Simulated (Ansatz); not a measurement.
A (100) slab of SiNi (Pmmn (No. 59)), 7 planes, outer planes SiNi (top) and SiNi (bottom), with 14 atoms (Si7Ni7) in a surface cell of A = 15.345 Å², as cut from the bulk:

```xyz
14
Lattice="3.2583 0.0000 0.0000 0.0000 4.7094 0.0000 0.0000 0.0000 24.1659" Properties=species:S:1:pos:R:3 pbc="T T T"
Si    0.0000    3.9709    7.5000
Ni    0.0000    1.6121    7.5000
Si    1.6292    0.7385    9.0276
Ni    1.6292    3.0973    9.0276
Si    0.0000    3.9709   10.5553
Ni    0.0000    1.6121   10.5553
Si    1.6292    0.7385   12.0829
Ni    1.6292    3.0973   12.0829
Si    0.0000    3.9709   13.6106
Ni    0.0000    1.6121   13.6106
Si    1.6292    0.7385   15.1382
Ni    1.6292    3.0973   15.1382
Si    0.0000    3.9709   16.6659
Ni    0.0000    1.6121   16.6659
```

Level of theory: DFT PBE, scalar-relativistic, plane waves, PAW (Ansatz). Cutoff 420 eV; k points 11×8×1 on the computed 14-atom cell (Γ-centred); Gaussian smearing, width 0.10 eV; no spin polarisation. The cell repeats along c with a dipole correction in the vacuum.

Against the same 14 atoms in the bulk, the slab as cut lies 3.119 eV higher and the relaxed slab 2.844 eV higher. Bulk and slab both ran without spin polarisation, so these energies, and the surface energy and work of the cut from them, are those of a non-magnetic state, though Ni often carries moments.

Q: Work out the surface energy before and after relaxation.

A: The slab has two faces, so γ = (E_slab − N·E_bulk)/(2A), the mean of both. As cut: 3.119/(2 × 15.345) = 0.1016 eV/Å², and 1 eV/Å² = 16.02 J/m², so γ = 1.63 J/m². Relaxed: 2.844/(2 × 15.345) = 0.0927 eV/Å² = 1.48 J/m². Relaxation recovers 9 % of the cost of cutting.

Q: What is the ideal work of this cut, per area?

A: Griffith's ideal work is 2γ: 3.26 J/m² if the new faces stay rigid, 2.97 J/m² if they relax. One thickness was run, 7 planes, so γ can still shift with it.

The slab was run without spin polarisation; whether its Ni atoms carry moments at the surface wasn't tested.

The reference crystal is a form of SiNi, which isn't its usual structure.

Cutting this crystal costs a moderate amount of energy, and relaxation returns only 9 % of it, so most of the cost is that of the broken bonds themselves. The cut leaves the Si–Ni contacts within each plane intact and severs those to the next plane, along with Ni–Ni and Si–Si contacts. The lost cohesion is largely Ni 3d–Si 3p hybridisation with a metallic component. Mobile electrons can screen the disturbance and partly strengthen the remaining bonds, which probably explains why the gain is modest.

Each plane holds Si and Ni in equal number at the same height, so the cut creates no polar termination that would call for charge compensation. The two faces of the slab as cut are also mirror images, so the mean surface energy before relaxation is that of each face, not an average over unlike terminations. The small relaxation gain doesn't rule out a reconstruction with a larger surface period, which this cell cannot accommodate.
